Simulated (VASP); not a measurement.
A run of VASP 6.6.1 is set up as follows.

Contents of run.py:

```python
from ase.calculators.vasp import Vasp
from ase.dft.bandgap import bandgap
from ase.io import read

atoms = read('POSCAR')
calc = Vasp(
    directory='calc',
    pp='PBE',
    setups='recommended',
    prec='Accurate',
    encut=520,
    ediff=1e-06,
    ismear=-1,
    sigma=0.1,
    lreal=False,
    lasph=True,
    nelm=100,
    algo='Normal',
    isif=2,
    lwave=False,
    lcharg=False,
    gga='PS',
    lhfcalc=True,
    aexx=0.25,
    precfock='Normal',
    hfrcut=-1,
    kpts=[5, 5, 3],
    gamma=True,
)
atoms.calc = calc

print('energy (eV):', atoms.get_potential_energy())
print('free energy (eV):', atoms.get_potential_energy(force_consistent=True))
print('forces (eV/A):')
print(atoms.get_forces())
print('stress (eV/A^3, Voigt):', atoms.get_stress())
print('Fermi level (eV):', calc.get_fermi_level())
gap, top, bottom = bandgap(calc)
print('band gap (eV):', gap, 'from (spin, k, band)', top, 'to', bottom)
```

File POSCAR:

```
TiTe2
1.0
    3.7770000000      0.0000000000      0.0000000000
   -1.8885000000      3.2709779501      0.0000000000
    0.0000000000      0.0000000000      6.4980000000
Te Ti
2 1
Direct
    0.3333333333      0.6666666667      0.7372000000
    0.6666666667      0.3333333333      0.2628000000
    0.0000000000      0.0000000000      0.0000000000
```

Potentials or basis: VASP PAW PBE potentials, release 64 (Te, Ti_sv).

The run is started by

```bash
$ python run.py
```

(1) Predict the largest force.

(2) What does it give for the band gap on the k mesh?

## Answers

(1) 0.442 eV/Å.

(2) none (metal or under the smearing width).

Caveat: the k mesh is coarse (spacing up to 0.38 Å⁻¹), so the values aren't converged, least of all with exact exchange; the PAW data sets were made with another functional, which shifts forces and pressure a little.
